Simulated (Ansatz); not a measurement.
**TaC (Fm-3m): convergence test of the k-point mesh from a Python script**

A script is to give a convergence test of the k-point mesh; the system is TaC (Fm-3m).

The COD entry's cell or inner coordinates are ideal or old and differ from later refinements, so a difference from it is no clean test against experiment.

All numbers are computed with Ansatz 0.2.0, driven from Python. Level of theory: DFT LDA, plane waves, PAW.

### 1 Starting point

Symmetry: Fm-3m, No. 225, cubic system. Conventional cell: a = 4.446 Å, b = 4.446 Å, c = 4.446 Å, α = 90.00°, β = 90.00°, γ = 90.00°. Ta (site symmetry m-3m) is surrounded by 6 C at 2.22 Å. C (site symmetry m-3m) is surrounded by 6 Ta at 2.22 Å.

No structure file is read: the coordinates are typed or built in the script.

### 2 The script

kconv.py reads:

```python
import ansatz
import matplotlib.pyplot as plt

XC = 'LDA'
ECUT = 510
OCCUPATIONS = 'fermi_dirac'
SMEARING_WIDTH = 0.15

cell = (
    ansatz.Lattice.fcc(4.446)
    .space_group(225)
    .atom('Ta', (0.0, 0.0, 0.0))
    .atom('C', (0.5, 0.0, 0.0))
    .primitive()
)

setup = (
    cell.calculation()
    .functional(XC)
    .pseudopotentials('paw')
    .basis(ECUT)
    .occupations(OCCUPATIONS, width=SMEARING_WIDTH)
)

rows = []
for value in [(3, 3, 3), (4, 4, 4), (5, 5, 5), (7, 7, 7), (9, 9, 9), (11, 11, 11)]:
    report = setup.kpoints(*value).run(threads=1).report
    rows.append((value, report['free_energy_ev'] / len(report['lattice']['sites']), report['n_iterations'], report['n_kpoints']))

print('        mesh   F/atom (eV)    iterations      k-points')
for row in rows:
    print(f'{str(row[0]):>12s}  {row[1]:12.5f}  {row[2]:12d}  {row[3]:12d}')

for row in rows[:-1]:
    shift = 1000 * (row[1] - rows[-1][1])
    print(f'{row[0]}: {shift:+.2f} meV/atom' + ('  (within 2 meV)' if abs(shift) < 2 else ''))
plt.figure(figsize=(4.5, 3))
plt.plot([str(row[0]) for row in rows], [1000 * (row[1] - rows[-1][1]) for row in rows], 'o-')
plt.xlabel('mesh')
plt.ylabel('F - F(last) (meV/atom)')
plt.tight_layout()
plt.savefig('kconv.png', dpi=100)
```

### 3 What the engine is handed

The package turns the script's settings into the engine's input (first run):

```yaml
crystal:
  lattice:
    bravais: fcc
    a: 4.446
  space_group: 225
  atoms:
    - { symbol: Ta, position: [0.0, 0.0, 0.0] }
    - { symbol: C, position: [0.5, 0.0, 0.0] }
  reduce_to_primitive: true
basis:
  ecutwfc: 510.0
kpoints:
  mp_grid:
    grid: [3, 3, 3]
hamiltonian:
  xc: lda
  pseudopotentials:
    kind: paw
scf:
  occupations:
    method: fermi_dirac
    width: 0.15
```

### 4 Launch

The run is started by

```
$ python kconv.py
```

What it wrote:

```text
        mesh   F/atom (eV)    iterations      k-points
   (3, 3, 3)   -4963.28898             6             4
   (4, 4, 4)   -4963.43971             6             8
   (5, 5, 5)   -4963.50831             6            10
   (7, 7, 7)   -4963.49423             6            20
   (9, 9, 9)   -4963.49340             6            35
(11, 11, 11)   -4963.49390             6            56
(3, 3, 3): +204.92 meV/atom
(4, 4, 4): +54.20 meV/atom
(5, 5, 5): -14.41 meV/atom
(7, 7, 7): -0.33 meV/atom  (within 2 meV)
(9, 9, 9): +0.50 meV/atom  (within 2 meV)
```

Run time: 4.9 s. Hardware: 1 thread of Arm Neoverse V2, shared host; peak memory 0.39 GiB.

### 5 Inputs of later runs

The engine's inputs for some of the other runs:

Run 3, against run 1:

```diff
@@ -14 +14 @@
-    grid: [3, 3, 3]
+    grid: [5, 5, 5]
```

Run 4, against run 1:

```diff
@@ -14 +14 @@
-    grid: [3, 3, 3]
+    grid: [7, 7, 7]
```

Run 5, against run 1:

```diff
@@ -14 +14 @@
-    grid: [3, 3, 3]
+    grid: [9, 9, 9]
```

### 6 The runs side by side

One row for each of the 6 runs:

```csv
run,k mesh,energy from run 6 (meV/atom),SCF cycles,CPU time (s)
1,"[3, 3, 3]",204.92,6,0.28
2,"[4, 4, 4]",54.20,6,0.26
3,"[5, 5, 5]",-14.41,6,0.3
4,"[7, 7, 7]",-0.33,6,0.46
5,"[9, 9, 9]",0.50,6,0.71
6,"[11, 11, 11]",0.00,6,0.99
```

Energies are free energies F = E - TS of the smeared occupations. 

### 7 Results

```
                              quantity           value
                         runs compared               6
       last run but one, from the last  +0.50 meV/atom
within 5 meV/atom of the last run from       [7, 7, 7]
```

From 7×7×7 on it stays within 2 meV an atom of the value at 11×11×11; the first row (3×3×3) is off by 204.9 meV and the last but one by 0.50 meV. This holds for F at a smearing of 0.15 eV; a narrower one needs a denser mesh. It goes up and down, since the sum over k-points isn't variational. Caveats:
- The smearing is wide enough that free energy and stress hold a thermal part of the electrons.
- Of the deposited cell: the entry's cell lengths or inner coordinates differ somewhat from later room-temperature determinations.
- Spin-orbit coupling, which matters for elements this heavy, is left out.
- Shifts are counted from the finest mesh, which is itself no proven limit.
